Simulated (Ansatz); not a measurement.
**Os (P6_3/mmc): equation of state with a fit in Python**

Where is the equilibrium volume of Os (P6_3/mmc), and how stiff is it? Wanted for Os (P6_3/mmc): an equation of state with a fit.

Computed with the Python package of Ansatz 0.2.0. Level of theory: DFT LDA, plane waves, PAW.

## 1. The structure

Symmetry: P6_3/mmc, No. 194, hexagonal system. Conventional cell: a = 2.734 Å, b = 2.734 Å, c = 4.320 Å, α = 90.00°, β = 90.00°, γ = 120.00°. Around Os (site symmetry -6m2) lie 12 Os at 2.68 to 2.73 Å.

The script holds or builds the structure itself.

## 2. Script

Contents of eos.py:

```python
# -*- coding: utf-8 -*-
"""Bulk modulus of Os from an E(V) curve."""

import ansatz as az
import numpy as np

vectors0 = np.array([
    [2.7341, 0.0, 0.0],
    [-1.36705, 2.36780006, 0.0],
    [0.0, 0.0, 4.3197],
])
sites = [
    ("Os", [1 / 3, 2 / 3, 0.25]),
    ("Os", [2 / 3, 1 / 3, 0.75]),
]


def on_lattice(cell):
    crystal = az.Crystal(lattice=az.Lattice.of(cell))
    for symbol, position in sites:
        crystal = crystal.atom(symbol, position)
    return crystal


def main():
    # scale the volume, keep shape and fractions
    volumes, energies, pressures = [], [], []
    for scale in np.linspace(0.88, 1.12, 7):
        cell = vectors0 * scale ** (1 / 3)
        calc = (
            on_lattice(cell).calculation()
            .scf(tolerance=1e-09, lower_state_search="standard", self_checks="low")
            .initial_density(normalization="atom")
            .accuracy("low")
            .functional("lda")
            .occupations("Fermi-Dirac", width=0.15)  # smearing steadies the SCF of a metal
            .pseudopotentials("paw")
            .basis(500)
            .kpoints(11, 11, 6)
            .stress()  # GPa
        )
        report = calc.run(threads=1, backend="cpu").report
        volumes.append(abs(np.linalg.det(cell)) / len(sites))
        energies.append(report["free_energy_ev"] / len(sites))
        pressures.append(np.trace(report["stress_gpa"]) / 3)
        print(f"V = {volumes[-1]:8.4f} A^3/atom  F = {energies[-1]:.5f} eV/atom  P = {pressures[-1]:8.3f} GPa")

    # third-order Birch-Murnaghan: a cubic in V^(-2/3)
    x = np.array(volumes) ** (-2 / 3)
    poly = np.polynomial.Polynomial.fit(x, energies, 3).convert()
    roots = poly.deriv().roots()
    x0 = min((r.real for r in roots if abs(r.imag) < 1e-9 and poly.deriv(2)(r.real) > 0), key=lambda r: abs(r - x.mean()))
    v0 = x0 ** -1.5
    b0 = 4 / 9 * poly.deriv(2)(x0) * v0 ** (-7 / 3) * 160.21766
    b1 = 4 + 2 / 3 * x0 * poly.deriv(3)(x0) / poly.deriv(2)(x0)
    print(f"V0 = {v0:.4f} A^3/atom, B0 = {b0:.1f} GPa, dB/dP = {b1:.2f}")


if __name__ == "__main__":
    main()
```

## 3. What the engine is handed

The package turns the script's settings into the engine's input (first run):

```yaml
crystal:
  lattice:
    - [2.6200442062390716, 0.0, 0.0]
    - [-1.3100221031195358, 2.2690248450076904, 0.0]
    - [0.0, 0.0, 4.139499271310822]
  atoms:
    - { symbol: Os, position: [0.3333333333333333, 0.6666666666666666, 0.25] }
    - { symbol: Os, position: [0.6666666666666666, 0.3333333333333333, 0.75] }
accuracy: low
basis:
  ecutwfc: 500.0
kpoints:
  mp_grid:
    grid: [11, 11, 6]
hamiltonian:
  xc: lda
  pseudopotentials:
    kind: paw
scf:
  self_checks: low
  convergence:
    dr2_threshold: 1.0e-09
  lower_state_search: standard
  occupations:
    method: fermi_dirac
    width: 0.15
  initial_density:
    normalization: atom
output:
  stress: true
```

## 4. Running it

Launch:

```console
> python eos.py
```

The program printed:

```text
DeckWarning: output.stress: scf.convergence.dr2_threshold = 1e-9 eV is looser than the 2e-10 eV advised for a printed stress (1e-10 eV for each atom of the cell: 2). What an SCF threshold leaves in a stress goes as its square root, and in the free energy as [...]
V =  12.3045 A^3/atom  F = -11118.26459 eV/atom  P =   62.347 GPa
V =  12.8638 A^3/atom  F = -11118.42926 eV/atom  P =   33.128 GPa
V =  13.4231 A^3/atom  F = -11118.50294 eV/atom  P =    9.978 GPa
V =  13.9824 A^3/atom  F = -11118.50453 eV/atom  P =   -8.348 GPa
V =  14.5417 A^3/atom  F = -11118.44913 eV/atom  P =  -22.820 GPa
V =  15.1010 A^3/atom  F = -11118.34881 eV/atom  P =  -34.199 GPa
V =  15.6603 A^3/atom  F = -11118.21326 eV/atom  P =  -43.088 GPa
V0 = 13.7110 A^3/atom, B0 = 445.6 GPa, dB/dP = 4.77
```

(Warnings from the package without file and line, shortened.)

It took 16 s on 1 thread of Arm Neoverse V1, shared host; peak memory 0.39 GiB.

## 5. What changed from run to run

The engine's inputs for some of the other runs:

Run 2, against run 1:

```diff
@@ -3,3 +3,3 @@
-    - [2.6200442062390716, 0.0, 0.0]
-    - [-1.3100221031195358, 2.2690248450076904, 0.0]
-    - [0.0, 0.0, 4.139499271310822]
+    - [2.6591551097649746, 0.0, 0.0]
+    - [-1.3295775548824873, 2.3028958810763367, 0.0]
+    - [0.0, 0.0, 4.201291952617592]
```

Run 5, against run 1:

```diff
@@ -3,3 +3,3 @@
-    - [2.6200442062390716, 0.0, 0.0]
-    - [-1.3100221031195358, 2.2690248450076904, 0.0]
-    - [0.0, 0.0, 4.139499271310822]
+    - [2.7700791259847466, 0.0, 0.0]
+    - [-1.3850395629923733, 2.39895889715498, 0.0]
+    - [0.0, 0.0, 4.37654467668202]
```

Run 6, against run 1:

```diff
@@ -3,3 +3,3 @@
-    - [2.6200442062390716, 0.0, 0.0]
-    - [-1.3100221031195358, 2.2690248450076904, 0.0]
-    - [0.0, 0.0, 4.139499271310822]
+    - [2.8051471414852545, 0.0, 0.0]
+    - [-1.4025735707426272, 2.4293286894837838, 0.0]
+    - [0.0, 0.0, 4.431949858115597]
```

## 6. What each run gave

From the records of these 7 runs:

```csv
run,volume (Å³/atom),energy from run 4 (meV/atom),pressure (GPa),SCF cycles,CPU time (s)
1,12.305,239.94,62.35,7,2
2,12.864,75.27,33.13,7,2
3,13.423,1.59,9.98,7,2
4,13.982,0.00,-8.35,7,2
5,14.542,55.40,-22.82,7,2.1
6,15.101,155.73,-34.20,7,2.3
7,15.660,291.28,-43.09,7,2.3
```

Energies are free energies F = E - TS of the smeared occupations. 

## 7. Outcome

```
                      quantity            value
                 runs compared                7
               range of energy  291.28 meV/atom
lowest point, volume (Å³/atom)           13.982
      equilibrium volume (fit)    13.71 Å³/atom
            bulk modulus (fit)          446 GPa
```

In words: A third-order Birch-Murnaghan fit through the 7 points has its minimum at 13.71 Å³ an atom, 1.9 % below the typed cell, with a bulk modulus of 446 GPa. From that minimum the energy rises by 247.1 meV an atom on the compressed side and 298.4 meV on the expanded side. Caveats:
- Spin is left out of this run.
- Shape and fractional positions are held along the curve, so the bulk modulus is an upper value where they are free to relax.
- For a metal this k-point mesh is coarse: on a finer one energies can move by several to tens of meV an atom and pressures by half a GPa or more, differences at one mesh by less.
- A Fermi-Dirac width this large means warm electrons, whose thermal share enters the free energy.
- Pressure is positive in compression.
- Spin-orbit coupling, which matters for elements this heavy, is left out.
- At these settings the cell as given stands under about -8 GPa, so it isn't at this functional's equilibrium volume.
